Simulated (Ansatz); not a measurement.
AgBr, pressure series

Start from AgBr in the rock salt structure (space group Fm-3m, No. 225; a = 5.841 Å).

Cell and atoms are relaxed at each pressure.

Method: DFT with PBE, PAW potentials and a 420 eV plane-wave cutoff in Ansatz (a quantum-chemistry and plane-wave program), spin-orbit coupling left out.

```tsv
pressure (GPa)	volume per atom (Å³/atom)
-2	26.462
-1	25.613
0	24.908
3	?
15	20.055
30	17.997
50	16.355
75	15.026
100	14.088
```

**Question.** Fit the third-order Birch–Murnaghan form P(V) = (3B₀/2)[(V₀/V)^(7/3) − (V₀/V)^(5/3)]·[1 + (3/4)(B₀′ − 4)((V₀/V)^(2/3) − 1)] (squares taken in P) to the rows shown and predict the withheld row.

**Answer.** Least squares on the printed values gives V₀ = 24.913 Å³/atom, B₀ = 39.6 GPa, B₀′ = 5.2; this predicts 23.367 Å³/atom, and the run gives 23.340 Å³/atom, 0.027 lower.

Measured bulk modulus of AgBr: 43.81 GPa (below room temperature; as listed in P. T. Jochym, K. Parlinski, Phys. Rev. B (2001)); the computed value is for a static lattice, so the two differ by thermal effects too.

Load acts through the strain it causes; cell and atoms are relaxed under it. No phonon test of stability was made. No other phases were tried under pressure.
